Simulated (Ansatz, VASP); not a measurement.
**AlN in VASP and in Ansatz**

```xyz
4
Lattice="3.1110 0.0000 0.0000 -1.5555 2.6942 0.0000 0.0000 0.0000 4.9780" Properties=species:S:1:pos:R:3 pbc="T T T"
Al    0.0000    1.7361    0.0000
Al    1.5555    0.9581    2.4890
N     0.0000    1.8496    1.9165
N     1.5555    0.8446    4.4055
```

Change from the starting cell: mode 4 (239.4 1/cm) frozen in, largest displacement +0.060 Å.

Alike in both runs: task single point; functional PBE; k mesh 12 × 12 × 6; occupations gaussian, width 0.05 eV; no spin polarisation.

|  | VASP | Ansatz |
| --- | --- | --- |
| version | VASP 6.6.1 | Ansatz 0.2.0 |
| potentials or method | VASP PAW PBE potentials, release 64 (Al, N) | scalar-relativistic, plane waves, PAW |
| plane-wave cutoff (eV) | 520 | 420 |
| valence electrons in the cell | 16 | 16 |

|  | VASP | Ansatz | Ansatz less VASP |
| --- | --- | --- | --- |
| gap on the k mesh at the Fermi level (eV) | 4.12 | 4.11 | -0.011 |
| least direct gap on the mesh (eV) | 4.12 | 4.11 | -0.011 |
| pressure (GPa) | 3.7 | 4.0 | +0.25 |
| largest component of the traceless stress (GPa) | 1.08 | 1.12 | +0.039 |
| rms of the force components (eV/Å) | 0.190 | 0.189 | -0.0010 |

Atom by atom the forces differ by 0.001 eV/Å (rms over components).

A k mesh can miss the band edges.
